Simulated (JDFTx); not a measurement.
Li:

```
Li
1.0
    -1.75465    1.75465    1.75465
     1.75465   -1.75465    1.75465
     1.75465    1.75465   -1.75465
Li
1
Direct
  0.00000 0.00000 0.00000
```

```yaml
Program: JDFTx 1.7.0 (patched build)
Task: relaxation of cell and atoms
Functional: PBE
Potentials_or_basis: PseudoDojo-SR-PBE-0.5-standard
Cutoff: 1007 eV
Density_cutoff: 4027 eV
k_mesh: 11 × 11 × 11
Occupations: fermi-dirac, width 0.05 eV
Spin: no spin polarisation
```

At the start: pressure -0.8 GPa; volume 21.61 Å³/atom.

Task: How do energy, volume and symmetry change on relaxing?

Result: Over 5 steps the energy falls by 3.6 meV/atom and the volume is 20.26 Å³/atom (-6.3 %); space group Im-3m (No. 229, to 0.05 Å).

Step by step:
```csv
step,energy change (eV),largest force (eV/Å),pressure (GPa),volume (Å³)
1,0.0000,0.0000,-0.82,21.61
2,-0.0014,0.0000,-0.66,21.32
3,-0.0036,0.0000,0.00,20.25
4,-0.0036,0.0000,0.00,20.26
5,-0.0036,0.0000,0.00,20.26
```

Final structure:
```
CELL_PARAMETERS angstrom
-1.71726 1.71726 1.71726
1.71726 -1.71726 1.71726
1.71726 1.71726 -1.71726
ATOMIC_POSITIONS crystal
Li 0.00000 0.00000 0.00000
```

The cell as given is a measured one (21.61 Å³/atom); PBE puts the equilibrium volume -6.3 % from it, thermal expansion not counted.

Caveat: the plane waves are those of the starting cell, so after so large a change of volume the result is rough.
